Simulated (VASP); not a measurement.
A run of VASP 6.6.1 is set up as follows.

The input INCAR:

```
SYSTEM = Au
PREC = Accurate
ENCUT = 520
EDIFF = 1E-6
ISMEAR = 0
SIGMA = 0.15
LREAL = .False.
LASPH = .True.
NELM = 100
ALGO = Fast
ISIF = 2
LWAVE = .False.
LCHARG = .False.
GGA = PE
NBANDS = 12
```

KPOINTS

```
regular mesh
0
Gamma
  22 22 22
  0 0 0
```

POSCAR

```
Au
1.0
    1.0823429506      2.7058573765      2.7058573765
    2.7058573765      1.0823429506      2.7058573765
    2.7058573765      2.7058573765      1.0823429506
Au
1
Direct
    0.0000000000      0.0000000000      0.0000000000
```

Potentials or basis: VASP PAW PBE potentials, release 64 (Au).

Command:

```sh
$ cat potpaw_PBE.64/Au/POTCAR > POTCAR
$ mpirun -np 1 vasp_std > vasp.out
```

Question: Predict the band gap on the k mesh.

Answer: None (metal or under the smearing width).

Question: Estimate the pressure.

Answer: 152.8 GPa.

Stress tensor (GPa, compression positive):
```
152.79 -75.56 -75.56
-75.56 152.79 -75.56
-75.56 -75.56 152.79
```

Caveat: a pressure of tens of GPa on the cell as given is suspect, and the run, the potentials or the cell itself is likely at fault. The run has no spin-orbit coupling, so splittings on Au are missing.
